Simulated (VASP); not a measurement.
A run of VASP 6.6.1 is set up as follows.

POSCAR

```
KI
1.0
    0.0000000000      3.9658942500      3.9658942500
    3.9658942500      0.0000000000      3.9658942500
    3.9658942500      3.9658942500      0.0000000000
K I
1 1
Direct
    0.0000000000      0.0000000000      0.0000000000
    0.2500000000      0.2500000000      0.2500000000
```

The input INCAR.step1:

```
PREC = Accurate
ENCUT = 520
EDIFF = 1E-5
ISMEAR = 0
SIGMA = 0.01
LREAL = F
LASPH = T
NELM = 80
ALGO = Normal
ISIF = 2
LWAVE = T
LCHARG = F
NBANDS = 15
GGA = PE
```

Contents of INCAR.step2:

```
PREC = Accurate
ENCUT = 520
EDIFF = 1E-6
ISMEAR = 0
SIGMA = 0.01
LREAL = F
LASPH = T
NELM = 80
ALGO = Normal
ISIF = 2
LWAVE = F
LCHARG = F
GGA = PE
LHFCALC = T
HFSCREEN = 0.2079
PRECFOCK = Normal
NBANDS = 15
ISTART = 1
```

KPOINTS

```
regular mesh
0
Gamma
  4 4 4
```

Potentials or basis: VASP PAW PBE potentials, release 64 (K_sv, I).

Command:

```sh
$ cat potpaw_PBE.64/K_sv/POTCAR potpaw_PBE.64/I/POTCAR > POTCAR
$ cp INCAR.step1 INCAR
$ mpirun -np 1 vasp_std > vasp.out
$ cp INCAR.step2 INCAR
$ mpirun -np 1 vasp_std > vasp.out
```

**Question.** What does it give for the band gap on the k mesh?

**Answer.** 4.88 eV, direct.

**Question.** What does it give for the pressure?

**Answer.** 0.1 GPa.

Caveat: the PAW data sets were made with another functional, which shifts forces and pressure a little; spin-orbit coupling is left out, which moves the levels of the heavy elements.
